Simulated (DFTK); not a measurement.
Runs of DFTK 0.8.2 on HfC. The structure is cubic, space group Fm-3m (No. 225). The conventional cell has a = 4.650 Å, b = 4.650 Å, c = 4.650 Å, α = 90.00°, β = 90.00°, γ = 90.00°. Hf (site symmetry m-3m) is surrounded by 6 C at 2.33 Å. Around C (site symmetry m-3m) lie 6 Hf at 2.33 Å. 

```tsv
task	level	potentials or basis	k mesh	cutoff (eV)	valence electrons	mesh quality	gap on the mesh (eV)	V0 of scaled cells (Å³/atom)	B0 (GPa)
band structure	TASK	SG15 1.2 (PBE)	6 × 6 × 6	1225	C 4, Hf 26	coarse	none	-	-
equation of state	PBE	dojo.nc.sr.pbe.v0_4_1.standard.upf (PBE)	10 × 10 × 10	1116	C 4, Hf 12	not flagged	-	12.59	237
band structure	PBEsol	SPMS 1.0 (PBE)	10 × 10 × 10	816	C 4, Hf 12	not flagged	none	-	-
equation of state	RPBE	dojo.nc.sr.pbe.v0_5.stringent.upf (PBE)	6 × 6 × 6	1796	C 4, Hf 26	coarse	-	12.78	(a)
```

Alike in all rows: no spin polarisation; cell as given; smearing fermi-dirac 0.05 eV.

Task: Fill in the values left out.

Result: (a) 224.

Caveats: some runs use coarse meshes; the potentials were made for another functional, which shifts forces and pressure (some runs).

A k mesh can miss the band edges, and the runs leave out spin-orbit coupling on Hf.

A gap of «none» marks a metal or a gap under the smearing width.

Not every run made on this cell is shown here.
